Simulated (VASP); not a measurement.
## Ge under changes of volume

One of the cells (20.456 Å³/atom); the others are scaled copies at fixed shape and fractional positions:

```
Ge
1.0
     5.92292    0.00000    0.00000
     0.00000    5.92292    0.00000
     0.00000    0.00000    6.99732
Ge
12
Direct
  0.36917 0.17074 0.74532
  0.32926 0.86917 0.49532
  0.63083 0.82926 0.24532
  0.67074 0.13083 0.99532
  0.86917 0.32926 0.50468
  0.82926 0.63083 0.75468
  0.13083 0.67074 0.00468
  0.17074 0.36917 0.25468
  0.58845 0.41155 0.25000
  0.91155 0.91155 0.50000
  0.41155 0.58845 0.75000
  0.08845 0.08845 0.00000
```

This isn't the form of Ge at room conditions, which is diamond.

| Property | Result |
| --- | --- |
| Program | VASP 6.6.1 |
| Functional | PBEsol |
| Potentials or basis | VASP PAW PBE potentials, release 64 (Ge_d) |
| Cutoff | 520 eV |
| k mesh | 4 × 4 × 4 |
| Occupations | gaussian, width 0.02 eV |
| Spin | no spin polarisation |

```csv
volume (Å³/atom),energy over the lowest point (meV/atom),pressure (GPa),gap on the mesh (eV),largest force (eV/Å)
19.638,?,?,?,?
20.047,1.92,1.6,0.88,0.054
20.456,0.00,0.0,0.82,0.004
20.865,1.84,-1.4,0.76,0.051
21.274,7.04,-2.7,0.70,0.096
```

Task: What does the run at 19.638 Å³/atom give?

Result: Energy over the lowest point 8.08 meV/atom; pressure 3.3 GPa; gap on the mesh 0.90 eV; largest force 0.114 eV/Å.

Worked out: A Birch-Murnaghan fit of order 2 (a polynomial in V^(-2/3)) to the other rows has its minimum at 20.45 Å³/atom with B0 = V·E''(V) = 73 GPa at fixed shape and positions, which overstates the stiffness. It gives 7.96 meV/atom at 19.638 Å³/atom, against the run's 8.08, and -dE/dV = 3.2 GPa, against 3.3. A straight line through the other rows of the gap, of slope -3.03 eV per unit of ln V, extrapolates to 0.94 eV, against the run's 0.90.

Energies are extrapolated to zero smearing.

Caveats: the PAW data sets were made with another functional, which shifts forces and pressure a little.

A mesh can miss the band edges. Spin-orbit coupling on Ge is left out.
